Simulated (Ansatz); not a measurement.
The system is C.

```
CELL_PARAMETERS angstrom
0.00000 1.78337 1.78337
1.78337 0.00000 1.78337
1.78337 1.78337 0.00000
ATOMIC_POSITIONS crystal
C 0.75000 0.75000 0.75000
C 0.50000 0.50000 0.50000
```

This isn't the form of C at room conditions, which is graphite.

Program: Ansatz 0.2.0. Alike in all runs: potentials or basis Ansatz PAW; no spin polarisation; cell as given.

Problem. Order these runs on this cell by their band gap on the k mesh, lowest first.
A. level PBEsol0; k mesh 7 × 7 × 7; cutoff (eV) 420; smearing fermi-dirac 0.05 eV; points for each segment of the path 4; mesh quality coarse
B. level LDA; k mesh 13 × 13 × 13; cutoff (eV) 420; smearing fixed; mesh quality not flagged
C. level HSEsol; k mesh 7 × 7 × 7; cutoff (eV) 420; smearing fermi-dirac 0.05 eV; points for each segment of the path 4; mesh quality coarse
D. level r2SCAN; k mesh 13 × 13 × 13; cutoff (eV) 500; smearing fermi-dirac 0.05 eV; points for each segment of the path 14; mesh quality not flagged

Solution. B (4.11 eV), D (4.36 eV), C (5.34 eV), A (6.07 eV).

Caveats: some runs use coarse meshes; the k mesh misses the band edges, so the gap on the mesh is wider than the one along the path (some runs); odd divisions of the mesh miss points on the zone boundary, where band edges often lie, so the gap on the mesh can be too wide (some runs).

Runs at the PBE level aren't shown here.
